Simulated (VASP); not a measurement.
# Ti3H in VASP: single point with PBE

Aim: the single point of Ti3H with PBE.

Program: VASP 6.6.1. These are calculated values, not measurements. Logs are shortened: lines on timing, memory, paths and dates and some standing lists are left out, and cuts for length are marked.

## (1) The cell of the first run

The cell holds a slab with vacuum, 4 atoms: a = 2.819 Å, b = 2.819 Å, c = 21.326 Å, α = 90.00°, β = 90.00°, γ = 109.47°.

## (2) Single point, PBE (H at 2/6 of the diagonal of the surface cell, 2.97 Å above the top plane)

The input, INCAR:

```
ALGO = Fast
DIPOL = 0.5 0.5 0.349
EDIFF = 1E-7
ENCUT = 520
GGA = PE
IDIPOL = 3
ISIF = 2
ISMEAR = 0
LASPH = T
LCHARG = F
LDIPOL = T
LREAL = F
LWAVE = F
NBANDS = 26
NELM = 80
PREC = Accurate
SIGMA = 0.1
```

The input, KPOINTS:

```
k-points
0
Gamma
  10 10 1
```

The input, POSCAR:

```
Ti3H
1.0
    2.8193504947      0.0000000000      0.0000000000
   -0.9397834982      2.6581091378      0.0000000000
    0.0000000000      0.0000000000     21.3259744853
Ti H
3 1
Direct
    0.5000000000      0.5000000000      0.1875646997
    0.0000000000      0.0000000000      0.2892724347
    0.5000000000      0.5000000000      0.3904147260
    0.8333333333      0.8333333333      0.5296815155
```

Potentials or basis: VASP PAW PBE potentials, release 64 (Ti_sv, H).

On the command line:

```sh
$ cat potpaw_PBE.64/Ti_sv/POTCAR potpaw_PBE.64/H/POTCAR > POTCAR
$ mpirun -np 1 vasp_std > vasp.out
```

OUTCAR:

```text
EDIFF = 1E-7
   ENCUT = 520
   GGA = PE
   ISIF = 2
   ISMEAR = 0
   LASPH = T
   LREAL = F
   NELM = 80
   PREC = Accurate

 ion  position               nearest neighbor table
   1  0.500  0.500  0.188-   2 2.71   2 2.71
   2  0.000  0.000  0.289-   3 2.70   3 2.70   1 2.71   1 2.71
   3  0.500  0.500  0.390-   2 2.70   2 2.70
   4  0.833  0.833  0.530-

  LATTYP: Found a base centered orthorhombic cell.
 ALAT       =     3.2555055341
 B/A-ratio  =     1.4142135624
 C/A-ratio  =     6.5507412786

  Lattice vectors:

 A1 = (   2.8193504947,   0.0000000000,   0.0000000000)
 A2 = (  -0.9397834982,   2.6581091378,   0.0000000000)
 A3 = (   0.0000000000,   0.0000000000,  21.3259744853)

Analysis of symmetry for initial positions (statically):
=====================================================================
 Subroutine PRICEL returns:
 Original cell was already a primitive cell.

 Routine SETGRP: Setting up the symmetry group for a
 base centered orthorhombic supercell.

 Subroutine GETGRP returns: Found  2 space group operations
 (whereof  2 operations were pure point group operations)
 out of a pool of  8 trial point group operations.

The static configuration has the point symmetry C_1h.

Analysis of symmetry for dynamics (positions and initial velocities):
=====================================================================
 Subroutine PRICEL returns:
 Original cell was already a primitive cell.

 Routine SETGRP: Setting up the symmetry group for a
 base centered orthorhombic supercell.

 Subroutine GETGRP returns: Found  2 space group operations
 (whereof  2 operations were pure point group operations)
 out of a pool of  8 trial point group operations.

The dynamic configuration has the point symmetry C_1h.

 Subroutine INISYM returns: Found  2 space group operations
 (whereof  2 operations are pure point group operations),
 and found     1 'primitive' translations

----------------------------------------------------------------------------------------

                                     Primitive cell

  volume of cell :     159.8199

  direct lattice vectors                    reciprocal lattice vectors
     2.819350495  0.000000000  0.000000000     0.354691622  0.125402426  0.000000000
    -0.939783498  2.658109138  0.000000000     0.000000000  0.376207277  0.000000000
     0.000000000  0.000000000 21.325974485     0.000000000  0.000000000  0.046891175

  length of vectors
     2.819350495  2.819350495 21.325974485     0.376207277  0.376207277  0.046891175

  position of ions in fractional coordinates (direct lattice)
     0.500000000  0.500000000  0.187564700
     0.000000000  0.000000000  0.289272435
     0.500000000  0.500000000  0.390414726
     0.833333333  0.833333333  0.529681516

  ion indices of the primitive-cell ions
   primitive index   ion index
                 1           1
                 2           2
                 3           3
                 4           4

----------------------------------------------------------------------------------------

 KPOINTS: k-points

Automatic generation of k-mesh.
 Grid dimensions read from file:
 generate k-points for:   10   10    1

 Generating k-lattice:

  Cartesian coordinates                     Fractional coordinates (reciprocal lattice)
     0.035469162  0.012540243  0.000000000     0.100000000  0.000000000  0.000000000
     0.000000000  0.037620728  0.000000000     0.000000000  0.100000000  0.000000000
     0.000000000  0.000000000  0.046891175     0.000000000  0.000000000  1.000000000

  Length of vectors
     0.037620728  0.037620728  0.046891175

  Shift w.r.t. Gamma in fractional coordinates (k-lattice)
     0.000000000  0.000000000  0.000000000

 Subroutine IBZKPT returns following result:
 ===========================================

 Found     31 irreducible k-points:

 Following reciprocal coordinates:
            Coordinates               Weight
  0.000000  0.000000  0.000000      1.000000
  0.100000  0.000000  0.000000      4.000000
  0.200000  0.000000  0.000000      4.000000
  0.300000  0.000000  0.000000      4.000000
  0.400000  0.000000  0.000000      4.000000
  0.500000  0.000000  0.000000      2.000000
[... 16 lines left out ...]
  0.300000  0.300000  0.000000      2.000000
  0.400000  0.300000  0.000000      4.000000
 [... further k-points ...]
   k-points           NKPTS =     31   k-points in BZ     NKDIM =     31   number of bands    NBANDS=     26
   number of dos      NEDOS =    301   number of ions     NIONS =      4
   total plane-waves  NPLWV =  92160
   dimension x,y,z NGX =    24 NGY =   24 NGZ =  160
   dimension x,y,z NGXF=    48 NGYF=   48 NGZF=  320
   ions per type =               3   1
   NGX,Y,Z   is equivalent  to a cutoff of  14.15, 14.15, 12.47 a.u.
   NGXF,Y,Z  is equivalent  to a cutoff of  28.30, 28.30, 24.95 a.u.
 SYSTEM =  unknown system
   PREC   = accura    normal or accurate (medium, high low for compatibility)
   ISTART =      0    job   : 0-new  1-cont  2-samecut
   ICHARG =      2    charge: 1-file 2-atom 10-const
   ISPIN  =      1    spin polarized calculation?
   LNONCOLLINEAR =      F non collinear calculations
   LSORBIT =      F    spin-orbit coupling
   LASPH  =      T    aspherical Exc in radial PAW
   ENCUT  =  520.0 eV  38.22 Ry    6.18 a.u.   5.24  5.24 39.65*2*pi/ulx,y,z
   NELM   =     80;   NELMIN=  2; NELMDL= -5     # of ELM steps
   EDIFF  = 0.1E-06   stopping-criterion for ELM
   LREAL  =      F    real-space projection
[... 7 lines left out ...]
   TEBEG  =    0.0;   TEEND  =   0.0 temperature during run
   PSTRESS=    0.0 pullay stress
   NELECT =      37.0000    total number of electrons
   NUPDOWN=      -1.0000    fix difference up-down
   EMIN   =  10.00;   EMAX   =-10.00  energy-range for DOS
   EFERMI =   0.00;   METHOD = LEGACY
   ISMEAR =     0;   SIGMA  =   0.10  broadening in eV -4-tet -1-fermi 0-gaus
   EFERMI_NEDOS =   21; number of points for ismear=-14 and -15
   IALGO  =     68    algorithm
   IMIX   =      4    mixing-type and parameters
     AMIX     =   0.40;   BMIX     =  1.00
     AMIX_MAG =   1.60;   BMIX_MAG =  1.00
  volume/ion in A,a.u.               =      39.95       269.63
  Fermi-wavevector in a.u.,A,eV,Ry     =   1.005229  1.899608 13.748497  1.010486
  Thomas-Fermi vector in A             =   2.137895
   LORBIT       =      0    0 simple, 1 ext, 2 COOP (PROOUT), +10 PAW based schemes
   GGA     = PE    functional components
   LHFCALC =     F    Hartree Fock is set to
   AEXX    =    0.0000 exact exchange contribution
   IVDW    =     0    specifies the selected vdW correction
   LEPSILON=     F    determine dielectric tensor
   LRPA    =     F    only Hartree local field effects (RPA)
 non-spin polarized calculation
 RMM-DIIS sequential band-by-band and
 Gauss-broadening in eV      SIGMA  =   0.10
  energy-cutoff  :      520.00
  volume of cell :      159.82
 maximum number of plane-waves:      4347
 NGX is ok and might be reduce to    24
   NGX = 11   NGY = 11   NGZ = 79

 dipolmoment           0.000000      0.000000     -0.053934 electrons x Angstroem

 number of electron      36.9999991 magnetization

 dipolmoment           0.000000      0.000000      0.076723 electrons x Angstroem

 Free energy of the ion-electron system (eV)
  ---------------------------------------------------
  ext. energy  EPLUGINS =         0.00000000
  ---------------------------------------------------
  free energy    TOTEN  =       -22.98073560 eV

  energy without entropy =      -22.93912684  energy(sigma->0) =      -22.95993122

 E-fermi :  -0.6762     XC(G=0):  -5.1168

 val. band max:       -0.6779283088   @ k =   0.1000   0.0000   0.0000
 cond. band min:      -0.6622190154   @ k =   0.2000   0.1000   0.0000
 fundamental gap:      0.0157092934
 Fermi energy:        -0.6761658033

 k-point     1 :       0.0000    0.0000    0.0000
  band No.  band energies     occupation
      1     -57.4873      2.00000
      2     -57.3120      2.00000
      3     -56.9126      2.00000
      4     -33.9297      2.00000
      5     -33.6807      2.00000
      6     -33.4836      2.00000
[... 18 lines left out ...]
     25       1.9414      0.00000
     26       2.3170      0.00000

 k-point     2 :       0.1000    0.0000    0.0000
  band No.  band energies     occupation
      1     -57.4804      2.00000
      2     -57.3050      2.00000
      3     -56.9072      2.00000
      4     -33.9184      2.00000
      5     -33.6809      2.00000
      6     -33.5103      2.00000
[... 18 lines left out ...]
     25       2.0551      0.00000
     26       2.2707      0.00000

 k-point     3 :       0.2000    0.0000    0.0000
  band No.  band energies     occupation
      1     -57.4624      2.00000
      2     -57.2866      2.00000
      3     -56.8931      2.00000
      4     -33.8916      2.00000
      5     -33.6916      2.00000
      6     -33.5975      2.00000
[... 18 lines left out ...]
     25       1.5376      0.00000
     26       1.7205      0.00000

 k-point     4 :       0.3000    0.0000    0.0000
  band No.  band energies     occupation
      1     -57.4401      2.00000
      2     -57.2637      2.00000
      3     -56.8756      2.00000
      4     -33.8689      2.00000
      5     -33.7826      2.00000
      6     -33.6491      2.00000
[... 18 lines left out ...]
     25       1.8241      0.00000
     26       2.3667      0.00000
[... 496 lines left out ...]
      1     -57.4472      2.00000
      2     -57.2714      2.00000
      3     -56.8750      2.00000
      4     -33.8793      2.00000
      5     -33.6441      2.00000
      6     -33.5678      2.00000
[... 18 lines left out ...]
     25       0.9482      0.00000
     26       1.3113      0.00000

 k-point    23 :       0.3000    0.3000    0.0000
  band No.  band energies     occupation
      1     -57.3985      2.00000
      2     -57.2212      2.00000
      3     -56.8390      2.00000
      4     -33.8240      2.00000
      5     -33.7846      2.00000
      6     -33.7165      2.00000
[... 18 lines left out ...]
     25       1.8145      0.00000
     26       2.6784      0.00000

 k-point    24 :       0.4000    0.3000    0.0000
  band No.  band energies     occupation
      1     -57.3874      2.00000
      2     -57.2102      2.00000
      3     -56.8257      2.00000
      4     -33.8439      2.00000
      5     -33.8084      2.00000
      6     -33.7346      2.00000
[... 18 lines left out ...]
     25       2.1258      0.00000
     26       2.1722      0.00000

 [... further k-points ...]

------------------------ aborting loop because EDIFF is reached ----------------------------------------

 vacuum level on the upper side and lower side of the slab       (xc-potential included)         0.804        -1.049

  FORCE on cell =-STRESS in cart. coord.  units (eV):
  Direction    XX          YY          ZZ          XY          YZ          ZX
  --------------------------------------------------------------------------------------
  -------------------------------------------------------------------------------------
  Total       -1.3414697     -0.6737603     -3.0638730      0.9442837      0.1242471      0.0878560
  in kB      -13.4480925     -6.7543760    -30.7150040      9.4663446      1.2455643      0.8807475
  external PRESSURE =     -16.9724908 kB  Pullay stress =       0.0000000 kB

 VOLUME and BASIS-vectors are now :
 -----------------------------------------------------------------------------
  energy-cutoff  :      520.00
  volume of cell :      159.82
      direct lattice vectors                 reciprocal lattice vectors
     2.819350495  0.000000000  0.000000000     0.354691622  0.125402426  0.000000000
    -0.939783498  2.658109138  0.000000000     0.000000000  0.376207277  0.000000000
     0.000000000  0.000000000 21.325974485     0.000000000  0.000000000  0.046891175

 POSITION                                       TOTAL-FORCE (eV/Angst)
 -----------------------------------------------------------------------------------
      0.93978      1.32905      4.00000         0.001537      0.002174      0.000941
      0.00000      0.00000      6.16902         0.008930      0.012629     -0.110481
      0.93978      1.32905      8.32597        -0.048790     -0.068999      1.211776
      1.56631      2.21509     11.29597         0.038323      0.054196     -1.102236
 -----------------------------------------------------------------------------------
    total drift:                                0.000042      0.000059     -0.000457

  FREE ENERGIE OF THE ION-ELECTRON SYSTEM (eV)
  ---------------------------------------------------
  free  energy   TOTEN  =       -22.9807356014 eV

  energy  without entropy=      -22.9391268371  energy(sigma->0) =      -22.95993122

 vacuum level on the upper side and lower side of the slab         5.410         3.511
```

Wall time 13 min (1 thread of Intel Xeon Platinum 8488C (Sapphire Rapids), shared host); peak memory 0.36 GiB.

Results:

| Quantity | Value |
| --- | --- |
| Free energy | -22.9807 eV |
| Largest force | 1.215 eV/Å |
| Band gap on the k mesh | none (metal or under the smearing width) |

Forces in eV/Å, atoms in the order of the input:
```
Ti   0.002  0.002  0.001
Ti   0.009  0.013 -0.110
Ti  -0.049 -0.069  1.212
H    0.038  0.054 -1.102
```
